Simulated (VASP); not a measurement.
# C62N (a cell with a defect) in VASP: relaxation of the atoms with PBE

Aim: the relaxation of the atoms of C62N (a cell with a defect) with PBE.

Everything below comes from runs of VASP 6.6.1. Logs are shortened: lines on timing, memory, paths and dates and some standing lists are left out, and cuts for length are marked.

### Step 1. Starting point

The cell holds a defect, 63 atoms: a = 7.143 Å, b = 7.143 Å, c = 7.143 Å, α = 90.00°, β = 90.00°, γ = 90.00°.

The cell was built by a generator and needn't be a form met in nature.

### Step 2. Relaxation of the atoms, PBE, collinear spin, ferromagnetic start

File INCAR:

```
SYSTEM = C62N
ALGO = Normal
EDIFF = 1E-5
EDIFFG = -0.01
ENCUT = 420
GGA = PE
IBRION = 2
ISIF = 2
ISMEAR = 0
ISPIN = 2
ISYM = 0
LASPH = .True.
LCHARG = .False.
LORBIT = 11
LREAL = Auto
LWAVE = .False.
MAGMOM = 0 0 0 0 0 0 0 0 0 0 0 0 0 0 0 0 0 0 0 0 0 0 0 0 0 0 0.66 0 0 0 0 0 0 0 0 0 0 0 0 0 0 0 0 0 0.66 0 0 0 0 0 0 0 0 0 0.66 0 0 0 0 0 0 0 0
NCORE = 4
NELECT = 254
NELM = 60
NSW = 40
NUPDOWN = 2
PREC = Accurate
SIGMA = 0.01
```

File KPOINTS:

```
k-points
0
Gamma
  1 1 1
  0 0 0
```

File POSCAR:

```
C62N
1.0
    7.1431000000      0.0000000000      0.0000000000
    0.0000000000      7.1431000000      0.0000000000
    0.0000000000      0.0000000000      7.1431000000
N C
1 62
Direct
    0.1250000000      0.1250000000      0.1250000000
    0.0000000000      0.2500000000      0.2500000000
    0.1250000000      0.3750000000      0.3750000000
    0.2500000000      0.0000000000      0.2500000000
    0.3750000000      0.1250000000      0.3750000000
    0.2500000000      0.2500000000      0.0000000000
    0.3750000000      0.3750000000      0.1250000000
    0.0000000000      0.0000000000      0.5000000000
    0.1250000000      0.1250000000      0.6250000000
    0.0000000000      0.2500000000      0.7500000000
    0.1250000000      0.3750000000      0.8750000000
    0.2500000000      0.0000000000      0.7500000000
    0.3750000000      0.1250000000      0.8750000000
    0.2500000000      0.2500000000      0.5000000000
    0.3750000000      0.3750000000      0.6250000000
    0.0000000000      0.5000000000      0.0000000000
    0.1250000000      0.6250000000      0.1250000000
    0.0000000000      0.7500000000      0.2500000000
    0.1250000000      0.8750000000      0.3750000000
    0.2500000000      0.5000000000      0.2500000000
    0.3750000000      0.6250000000      0.3750000000
    0.2500000000      0.7500000000      0.0000000000
    0.3750000000      0.8750000000      0.1250000000
    0.0000000000      0.5000000000      0.5000000000
    0.1250000000      0.6250000000      0.6250000000
    0.0000000000      0.7500000000      0.7500000000
    0.1250000000      0.8750000000      0.8750000000
    0.2500000000      0.5000000000      0.7500000000
    0.3750000000      0.6250000000      0.8750000000
    0.2500000000      0.7500000000      0.5000000000
    0.3750000000      0.8750000000      0.6250000000
    0.5000000000      0.0000000000      0.0000000000
    0.6250000000      0.1250000000      0.1250000000
    0.5000000000      0.2500000000      0.2500000000
    0.6250000000      0.3750000000      0.3750000000
    0.7500000000      0.0000000000      0.2500000000
    0.8750000000      0.1250000000      0.3750000000
    0.7500000000      0.2500000000      0.0000000000
    0.8750000000      0.3750000000      0.1250000000
    0.5000000000      0.0000000000      0.5000000000
    0.6250000000      0.1250000000      0.6250000000
    0.5000000000      0.2500000000      0.7500000000
    0.6250000000      0.3750000000      0.8750000000
    0.7500000000      0.0000000000      0.7500000000
    0.8750000000      0.1250000000      0.8750000000
    0.7500000000      0.2500000000      0.5000000000
    0.8750000000      0.3750000000      0.6250000000
    0.5000000000      0.5000000000      0.0000000000
    0.6250000000      0.6250000000      0.1250000000
    0.5000000000      0.7500000000      0.2500000000
    0.6250000000      0.8750000000      0.3750000000
    0.7500000000      0.5000000000      0.2500000000
    0.8750000000      0.6250000000      0.3750000000
    0.7500000000      0.7500000000      0.0000000000
    0.8750000000      0.8750000000      0.1250000000
    0.5000000000      0.5000000000      0.5000000000
    0.6250000000      0.6250000000      0.6250000000
    0.5000000000      0.7500000000      0.7500000000
    0.6250000000      0.8750000000      0.8750000000
    0.7500000000      0.5000000000      0.7500000000
    0.8750000000      0.6250000000      0.8750000000
    0.7500000000      0.7500000000      0.5000000000
    0.8750000000      0.8750000000      0.6250000000
```

Potentials or basis: VASP PAW PBE potentials, release 64 (N, C).

Launch:

```bash
$ cat potpaw_PBE.64/N/POTCAR potpaw_PBE.64/C/POTCAR > POTCAR
$ mpirun -np 8 vasp_gam > vasp.out
```

OUTCAR:

```text
SYSTEM = C62N
   EDIFF = 1E-5
   EDIFFG = -0.01
   ENCUT = 420
   GGA = PE
   IBRION = 2
   ISIF = 2
   ISMEAR = 0
   ISPIN = 2
   ISYM = 0
   LASPH = .True.
   LORBIT = 11
   LREAL = Auto
   NELECT = 254
   NELM = 60
   NSW = 40
   NUPDOWN = 2
   PREC = Accurate

 ion  position               nearest neighbor table
   1  0.125  0.125  0.125-   2 1.55   4 1.55   6 1.55
   2  0.000  0.250  0.250-   1 1.55   3 1.55  37 1.55  39 1.55
   3  0.125  0.375  0.375-   2 1.55  14 1.55  20 1.55  24 1.55
   4  0.250  0.000  0.250-   1 1.55   5 1.55  19 1.55  23 1.55
   5  0.375  0.125  0.375-   4 1.55  14 1.55  34 1.55  40 1.55
   6  0.250  0.250  0.000-   1 1.55   7 1.55  11 1.55  13 1.55
   7  0.375  0.375  0.125-   6 1.55  20 1.55  34 1.55  48 1.55
[... 42 lines left out ...]
  50  0.500  0.750  0.250-  21 1.55  23 1.55  49 1.55  51 1.55
  51  0.625  0.875  0.375-  36 1.55  40 1.55  50 1.55  62 1.55
  52  0.750  0.500  0.250-  35 1.55  39 1.55  49 1.55  53 1.55
  53  0.875  0.625  0.375-  18 1.55  24 1.55  52 1.55  62 1.55
  54  0.750  0.750  0.000-  49 1.55  55 1.55  59 1.55  61 1.55
  55  0.875  0.875  0.125-  18 1.55  36 1.55  54 1.55
  56  0.500  0.500  0.500-  15 1.55  21 1.55  35 1.55  57 1.55
  57  0.625  0.625  0.625-  56 1.55  58 1.55  60 1.55  62 1.55
  58  0.500  0.750  0.750-  29 1.55  31 1.55  57 1.55  59 1.55
  59  0.625  0.875  0.875-  32 1.55  44 1.55  54 1.55  58 1.55
  60  0.750  0.500  0.750-  43 1.55  47 1.55  57 1.55  61 1.55
  61  0.875  0.625  0.875-  16 1.55  26 1.55  54 1.55  60 1.55
  62  0.750  0.750  0.500-  51 1.55  53 1.55  57 1.55  63 1.55
  63  0.875  0.875  0.625-   8 1.55  26 1.55  44 1.55  62 1.55

IMPORTANT INFORMATION: All symmetrisations will be switched off!
NOSYMM: (Re-)initialisation of all symmetry stuff for point group C_1.

----------------------------------------------------------------------------------------

                                     Primitive cell

  volume of cell :     364.4687

  direct lattice vectors                    reciprocal lattice vectors
     7.143100000  0.000000000  0.000000000     0.139995240  0.000000000  0.000000000
     0.000000000  7.143100000  0.000000000     0.000000000  0.139995240  0.000000000
     0.000000000  0.000000000  7.143100000     0.000000000  0.000000000  0.139995240

  length of vectors
     7.143100000  7.143100000  7.143100000     0.139995240  0.139995240  0.139995240

  position of ions in fractional coordinates (direct lattice)
     0.125000000  0.125000000  0.125000000
     0.000000000  0.250000000  0.250000000
     0.125000000  0.375000000  0.375000000
     0.250000000  0.000000000  0.250000000
     0.375000000  0.125000000  0.375000000
     0.250000000  0.250000000  0.000000000
[... 55 lines left out ...]
     0.750000000  0.750000000  0.500000000
     0.875000000  0.875000000  0.625000000
[... 173 lines left out ...]
  Total       11.5114761     11.5114751     11.5114801      2.8268363      2.8268597      2.8268358
  in kB       50.6035993     50.6035948     50.6036167     12.4265636     12.4266666     12.4265617
  external PRESSURE =      50.6036036 kB  Pullay stress =       0.0000000 kB
[... 272 lines left out ...]
  FREE ENERGIE OF THE ION-ELECTRON SYSTEM (eV)
  ---------------------------------------------------
  free  energy   TOTEN  =      -550.0292766151 eV

  energy  without entropy=     -550.0292766151  energy(sigma->0) =     -550.02927662

[... ionic steps 4 to 11 ...]

--------------------------------------- Ionic step       12  -------------------------------------------

 number of electron     254.0000140 magnetization       2.0000003

------------------------ aborting loop because EDIFF is reached ----------------------------------------
[... 189 lines left out ...]
--------------------------------------- Ionic step       14  -------------------------------------------

 number of electron     254.0000139 magnetization       2.0000002

 Free energy of the ion-electron system (eV)
  ---------------------------------------------------
  ext. energy  EPLUGINS =         0.00000000
  ---------------------------------------------------
  free energy    TOTEN  =      -550.23707294 eV

  energy without entropy =     -550.23707294  energy(sigma->0) =     -550.23707294

 E-fermi :  10.6858     XC(G=0): -13.1422

 val. band max:       11.2388001190   @ k =   0.0000   0.0000   0.0000
 cond. band min:      12.4065277498   @ k =   0.0000   0.0000   0.0000
 fundamental gap:      1.1677276308
 Fermi energy:        11.3231906348

 spin component 1

 k-point     1 :       0.0000    0.0000    0.0000
  band No.  band energies     occupation
      1     -12.1354      1.00000
      2     -10.5758      1.00000
      3      -9.8366      1.00000
      4      -9.8366      1.00000
      5      -9.7308      1.00000
      6      -9.7308      1.00000
[... 131 lines left out ...]
    138      14.3666      0.00000
    139      14.3666      0.00000
 Fermi energy:        10.6857704832

 spin component 2

 k-point     1 :       0.0000    0.0000    0.0000
  band No.  band energies     occupation
      1     -12.1120      1.00000
      2     -10.5614      1.00000
      3      -9.8168      1.00000
      4      -9.8168      1.00000
      5      -9.6893      1.00000
      6      -9.6893      1.00000
[... 131 lines left out ...]
    138      14.4017      0.00000
    139      14.4017      0.00000
 [bands above 139 left out]

------------------------ aborting loop because EDIFF is reached ----------------------------------------

  FORCE on cell =-STRESS in cart. coord.  units (eV):
  Direction    XX          YY          ZZ          XY          YZ          ZX
  --------------------------------------------------------------------------------------
  -------------------------------------------------------------------------------------
  Total       15.3846766     15.3846582     15.3846677      3.3767613      3.3767578      3.3767415
  in kB       67.6299027     67.6298219     67.6298639     14.8439935     14.8439780     14.8439064
  external PRESSURE =      67.6298628 kB  Pullay stress =       0.0000000 kB
[... 78 lines left out ...]
  FREE ENERGIE OF THE ION-ELECTRON SYSTEM (eV)
  ---------------------------------------------------
  free  energy   TOTEN  =      -550.2370729443 eV

  energy  without entropy=     -550.2370729443  energy(sigma->0) =     -550.23707294

 reached required accuracy - stopping structural energy minimisation

 total charge

# of ion       s       p       d       tot
------------------------------------------
    1        1.211   2.686   0.000   3.897
    2        0.822   1.726   0.000   2.548
    3        0.831   1.772   0.000   2.603
    4        0.822   1.726   0.000   2.548
    5        0.831   1.772   0.000   2.603
    6        0.822   1.726   0.000   2.548
[... 55 lines left out ...]
   62        0.826   1.760   0.000   2.586
   63        0.826   1.758   0.000   2.584
--------------------------------------------------
tot         52.517 111.752   0.000 164.270

 magnetization (x)

# of ion       s       p       d       tot
------------------------------------------
    1       -0.001   0.007   0.000   0.005
    2       -0.000   0.000   0.000  -0.000
    3        0.000   0.004   0.000   0.004
    4       -0.000   0.000   0.000  -0.000
    5        0.000   0.004   0.000   0.004
    6       -0.000   0.000   0.000  -0.000
[... 55 lines left out ...]
   62       -0.001  -0.002   0.000  -0.002
   63        0.001   0.010   0.000   0.011
--------------------------------------------------
tot          0.132   1.156   0.000   1.287
```

It took 2.5 min on 8 MPI ranks of Intel Xeon Platinum 8375C at 2.90GHz (Ice Lake), shared host; peak memory 0.15 GiB.

What came out:

```
Free energy                                           : -550.2371 eV
Energy gained by relaxing                             : 15.7 meV/atom
Ionic steps                                           : 14
Largest force after relaxing                          : 0.009 eV/Å
Net moment                                            : 2.00 μB per cell
Site moments                                          : N +0.01; C -0.00, +0.00, +0.01, -0.01, +0.02, +0.33, +0.03 μB
Valence electrons inside the program's atomic spheres : N 3.90; C 2.55, 2.60, 2.59, 2.58, 2.61
```

Forces on the atoms (eV/Å):
```
N    0.003  0.003  0.003
C    0.002  0.000  0.000
C    0.004  0.001  0.001
C    0.000  0.002  0.000
C    0.001  0.003  0.001
C    0.000  0.000  0.002
C    0.001  0.001  0.004
C    0.001  0.001  0.000
C   -0.001 -0.001  0.001
C    0.001 -0.005  0.003
C    0.001 -0.001  0.002
C   -0.005  0.001  0.003
C   -0.001  0.001  0.002
C   -0.004 -0.004  0.001
C   -0.003 -0.003  0.004
C    0.001  0.000  0.001
C   -0.001  0.001 -0.001
C    0.001  0.003 -0.005
C    0.001  0.002 -0.001
C   -0.004  0.001 -0.004
C   -0.003  0.004 -0.003
C   -0.005  0.003  0.000
C   -0.001  0.002  0.001
C   -0.001 -0.002 -0.002
C    0.008  0.002  0.002
C   -0.002  0.000  0.000
C   -0.006  0.002  0.002
C   -0.006  0.000  0.005
C   -0.001  0.000 -0.004
C   -0.006  0.005  0.000
C   -0.001 -0.004  0.000
C    0.000  0.001  0.001
C    0.001 -0.001 -0.001
C    0.001 -0.004 -0.004
C    0.004 -0.003 -0.003
C    0.003  0.001 -0.005
C    0.002  0.001 -0.001
C    0.003 -0.005  0.001
C    0.002 -0.001  0.001
C   -0.002 -0.001 -0.002
C    0.002  0.008  0.002
C    0.000 -0.006  0.005
C    0.000 -0.001 -0.004
C    0.000 -0.002  0.000
C    0.002 -0.006  0.002
C    0.005 -0.006  0.000
C   -0.004 -0.001  0.000
C   -0.002 -0.002 -0.001
C    0.002  0.002  0.008
C    0.000  0.005 -0.006
C    0.000 -0.004 -0.001
C    0.005  0.000 -0.006
C   -0.004  0.000 -0.001
C    0.000  0.000 -0.002
C    0.002  0.002 -0.006
C    0.000  0.000  0.000
C    0.002  0.002  0.002
C    0.000  0.004  0.004
C   -0.003 -0.001 -0.001
C    0.004  0.000  0.004
C   -0.001 -0.003 -0.001
C    0.004  0.004  0.000
C   -0.001 -0.001 -0.003
```

The path:
| step | energy change (eV) | largest force (eV/Å) | pressure (GPa) |
| --- | --- | --- | --- |
| 1 | 0.0000 | 3.2029 | 5.06 |
| 2 | -0.3796 | 2.9062 | 7.39 |
| 3 | -0.7789 | 1.0747 | 6.05 |
| 4 | -0.8494 | 1.0328 | 7.10 |
| 5 | -0.9492 | 0.3293 | 6.59 |
| 6 | -0.9649 | 0.3336 | 6.84 |
| 7 | -0.9805 | 0.1386 | 6.72 |
| 8 | -0.9842 | 0.1345 | 6.78 |
| 9 | -0.9855 | 0.0680 | 6.76 |
| 10 | -0.9861 | 0.0400 | 6.77 |
| 11 | -0.9862 | 0.0368 | 6.77 |
| 12 | -0.9866 | 0.0173 | 6.77 |
| 13 | -0.9866 | 0.0174 | 6.77 |
| 14 | -0.9867 | 0.0085 | 6.76 |

Final structure:
```
N C
1.0
     7.14310    0.00000    0.00000
     0.00000    7.14310    0.00000
     0.00000    0.00000    7.14310
N C
1 62
Cartesian
  0.9829 0.9829 0.9829
  0.0431 1.7843 1.7843
  0.8949 2.6896 2.6896
  1.7843 0.0431 1.7843
  2.6896 0.8949 2.6896
  1.7843 1.7843 0.0431
  2.6896 2.6896 0.8949
  7.1423 7.1423 3.5714
  0.8878 0.8878 4.4726
  7.1315 1.7677 5.3715
  0.8827 2.6629 6.2671
  1.7677 7.1315 5.3715
  2.6629 0.8827 6.2671
  1.7859 1.7859 3.5815
  2.6763 2.6763 4.4704
  7.1423 3.5714 7.1423
  0.8878 4.4726 0.8878
  7.1315 5.3715 1.7677
  0.8827 6.2671 2.6629
  1.7859 3.5815 1.7859
  2.6763 4.4704 2.6763
  1.7677 5.3715 7.1315
  2.6629 6.2671 0.8827
  7.1429 3.5708 3.5708
  0.8854 4.4544 4.4544
  0.0090 5.3598 5.3598
  0.9487 6.1736 6.1736
  1.7829 3.5639 5.3640
  2.6822 4.4579 6.2531
  1.7829 5.3640 3.5639
  2.6822 6.2531 4.4579
  3.5714 7.1423 7.1423
  4.4726 0.8878 0.8878
  3.5815 1.7859 1.7859
  4.4704 2.6763 2.6763
  5.3715 7.1315 1.7677
  6.2671 0.8827 2.6629
  5.3715 1.7677 7.1315
  6.2671 2.6629 0.8827
  3.5708 7.1429 3.5708
  4.4544 0.8854 4.4544
  3.5639 1.7829 5.3640
  4.4579 2.6822 6.2531
  5.3598 0.0090 5.3598
  6.1736 0.9487 6.1736
  5.3640 1.7829 3.5639
  6.2531 2.6822 4.4579
  3.5708 3.5708 7.1429
  4.4544 4.4544 0.8854
  3.5639 5.3640 1.7829
  4.4579 6.2531 2.6822
  5.3640 3.5639 1.7829
  6.2531 4.4579 2.6822
  5.3598 5.3598 0.0090
  6.1736 6.1736 0.9487
  3.5721 3.5721 3.5721
  4.4648 4.4648 4.4648
  3.5722 5.3581 5.3581
  4.4673 6.2515 6.2515
  5.3581 3.5722 5.3581
  6.2515 4.4673 6.2515
  5.3581 5.3581 3.5722
  6.2515 6.2515 4.4673
```

Caveat: the cell carries a net charge on a neutralising background, which shifts energy and pressure; the cell is charged against a uniform background, so pressure and absolute levels hang on convention; the cutoff is under 1.25 times the usual one of these potentials, so pressure, stress and relaxed cells hold a basis-set (Pulay) error; the total moment is fixed, so each spin has its own Fermi level.
